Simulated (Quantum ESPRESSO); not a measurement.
# MgO (Fm-3m) in Quantum ESPRESSO: a series of runs, part 4 of 4

Quantum ESPRESSO 7.5. Earlier steps stand in the parts before.

## Step 7: The runs side by side

| task | level | potentials or basis | cell | k mesh | cutoff (eV) | pressure (GPa) |
| --- | --- | --- | --- | --- | --- | --- |
| dielectric tensor | AM05 | PseudoDojo 0.4.1 SR PBE standard | as given | 8 × 8 × 8, shifted | 1143 | 3.5 |
| phonons | PBE | GBRV 1.5 PBE | relaxed | 6 × 6 × 6, shifted | 612 | -0.1 |
| phonons | PBE | GBRV 1.5 PBE | relaxed to 2 GPa | 6 × 6 × 6, shifted | 612 | 2.0 |
| phonons | PBE | GBRV 1.5 PBE | relaxed to 5 GPa | 6 × 6 × 6, shifted | 612 | 5.0 |
| phonons | PBE | GBRV 1.5 PBE | relaxed to 10 GPa | 6 × 6 × 6, shifted | 612 | 10.0 |

Alike in all rows: no spin polarisation; smearing fermi-dirac 0.05 eV.

Caveats: the cell is more than 3 GPa from zero pressure, which shifts response properties (some runs); the potentials were made for another functional, which shifts forces and pressure (some runs).

Total energies depend on the potentials used, so only differences within one code and one set of settings carry meaning.

## Step 8: How close it comes

Step 2. A measured high-frequency dielectric constant of MgO is 2.95 (295 K; “Infrared Optical Properties of Ferropericlase (Mg1-xFexO): Experiment and Theory”, 2007, arxiv:0704.2267); the calculated 3.22 misses it by +9.3 %.

Step 3. Against the measured high-frequency dielectric constant of MgO, 2.95 (295 K; “Infrared Optical Properties of Ferropericlase (Mg1-xFexO): Experiment and Theory”, 2007, arxiv:0704.2267), the calculated 3.24 is off by +9.8 %.
